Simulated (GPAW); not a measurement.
SnSe2:

```
Sn Se
1.0
     3.81100    0.00000    0.00000
    -1.90550    3.30042    0.00000
     0.00000    0.00000    6.13600
Sn Se
1 2
Direct
  0.00000 0.00000 0.00000
  0.66667 0.33333 0.75100
  0.33333 0.66667 0.24900
```

```yaml
Program: GPAW 26.7.0
Task: relaxation of cell and atoms
Functional: BLYP
Dispersion: D3
Potentials_or_basis: PAW data sets generated in the run's folder for this functional
Cutoff: 600 eV
Basis: pw
k_mesh: 6 × 6 × 3
Occupations: fermi-dirac, width 0.05 eV
Spin: no spin polarisation
```

At the start: pressure 7.2 GPa; volume 25.73 Å³/atom.

**Question.** How do energy, volume and symmetry change on relaxing?

**Answer.** Over 8 steps the energy falls by 60.5 meV/atom and the volume is 28.08 Å³/atom (+9.1 %); space group P-3m1 (No. 164, to 0.05 Å).

Step by step:
```tsv
step	energy change (eV)	largest force (eV/Å)	pressure (GPa)	volume (Å³)
1	0.0000	1.0523	7.22	77.18
2	-0.0769	0.7140	5.31	78.47
3	-0.1705	0.0560	1.01	82.09
4	-0.1736	0.1309	0.49	82.71
5	-0.1763	0.1574	0.09	83.31
6	-0.1794	0.1307	-0.22	84.01
7	-0.1811	0.0588	-0.22	84.30
8	-0.1815	0.0093	-0.07	84.23
```

Final structure:
```xyz
3
Lattice="3.9455 0.0000 0.0000 -1.9728 3.4169 0.0000 0.0000 0.0000 6.2474" Properties=species:S:1:pos:R:3 pbc="T T T"
Sn    0.0000    0.0000    0.0000
Se    1.9728    1.1390    4.6529
Se    0.0000    2.2780    1.5945
```

Caveat: later steps reuse the first step's grids.
